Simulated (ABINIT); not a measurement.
Runs of ABINIT 10.8.3 (patched build) on AlRu. Symmetry: Pm-3m, No. 221, cubic system. Conventional cell: a = 2.992 Å, b = 2.992 Å, c = 2.992 Å, α = 90.00°, β = 90.00°, γ = 90.00°. Around Ru (site symmetry m-3m) lie 8 Al at 2.59 Å. Al (site symmetry m-3m) is surrounded by 8 Ru at 2.59 Å. 

| task | level | potentials or basis | cutoff (eV) | fine-grid cutoff | V0 of scaled cells (Å³/atom) | B0 (GPa) |
| --- | --- | --- | --- | --- | --- | --- |
| equation of state | PBEsol | JTH PAW PBE v2.0 | 408 | 816.342 eV | (a) | 219 |
| equation of state | r2SCAN | JTH PAW PBE v2.0 | 490 | 979.61 eV | 13.32 | 218 |
| equation of state | PBE | JTH PAW PBE v2.0 | 408 | 816.342 eV | (c) | (b) |
| equation of state | LDA | JTH PAW LDA v2.0 | 408 | 816.342 eV | 12.89 | 231 |

Alike in all rows: no spin polarisation; cell as given; k mesh 9 × 9 × 9; smearing fermi-dirac 0.05 eV.

Fill in the values left out.

(a) 13.23; (b) 204; (c) 13.57.

Caveats: pressures at fixed basis lie under the slope of the energies; the PAW data sets were made with another functional, which shifts forces and pressure a little (some runs).

Not every run made on this cell is shown here.
